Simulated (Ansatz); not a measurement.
Crystal: SiC.

```xyz
8
Lattice="3.0757 0.0000 0.0000 -1.5378 2.6636 0.0000 0.0000 0.0000 10.0706" Properties=species:S:1:pos:R:3 pbc="T T T"
Si    0.0000    0.0000    1.8922
Si    0.0000    0.0000    6.9275
Si    0.0000    1.7758    4.4094
Si    1.5378    0.8879    9.4447
C     0.0000    0.0000    0.0046
C     0.0000    0.0000    5.0400
C     0.0000    1.7758    2.5157
C     1.5378    0.8879    7.5510
```

The cell is a database's computed one.

```yaml
Program: Ansatz 0.2.0
Task: relaxation of cell and atoms
Functional: RPBE
Potentials_or_basis: Ansatz PAW
Cutoff: "420 eV (not typed: the program's choice for these potentials)"
k_mesh: 10 × 10 × 3
Occupations: fermi-dirac, width 0.05 eV
Spin: no spin polarisation
```

At the start: volume 10.31 Å³/atom.

Problem. How do energy, volume and symmetry change on relaxing?

Solution. It ends after 8 steps and the volume is 10.66 Å³/atom (+3.3 %); space group P6_3mc (No. 186, to 0.05 Å).

Step by step:
| step | energy change (eV) | largest force (eV/Å) | volume (Å³) |
| --- | --- | --- | --- |
| 1 | 0.0000 | 0.0108 | 82.50 |
| 2 | -0.0445 | 0.0090 | 83.94 |
| 3 | -0.0554 | 0.0006 | 85.16 |
| 4 | -0.0553 | 0.0041 | 85.21 |
| 5 | -0.0553 | 0.0003 | 85.21 |
| 6 | -0.0601 | 0.0003 | 85.21 |
| 7 | -0.0601 | 0.0000 | 85.25 |
| 8 | -0.0601 | 0.0000 | 85.25 |

Final structure:
```xyz
8
Lattice="3.1097 0.0000 0.0000 -1.5548 2.6931 0.0000 0.0000 0.0000 10.1798" Properties=species:S:1:pos:R:3 pbc="T T T"
Si    0.0000    0.0000    1.9129
Si    0.0000    0.0000    7.0027
Si    0.0000    1.7954    4.4572
Si    1.5548    0.8977    9.5471
C     0.0000    0.0000    0.0045
C     0.0000    0.0000    5.0944
C     0.0000    1.7954    2.5430
C     1.5548    0.8977    7.6329
```

Caveat: the plane-wave basis is chosen anew once the cell has moved, so the energies of steps on either side of that aren't comparable; the PAW data sets come from PBE, with cores solved anew for the run's functional, which leaves a small shift of forces and pressure.
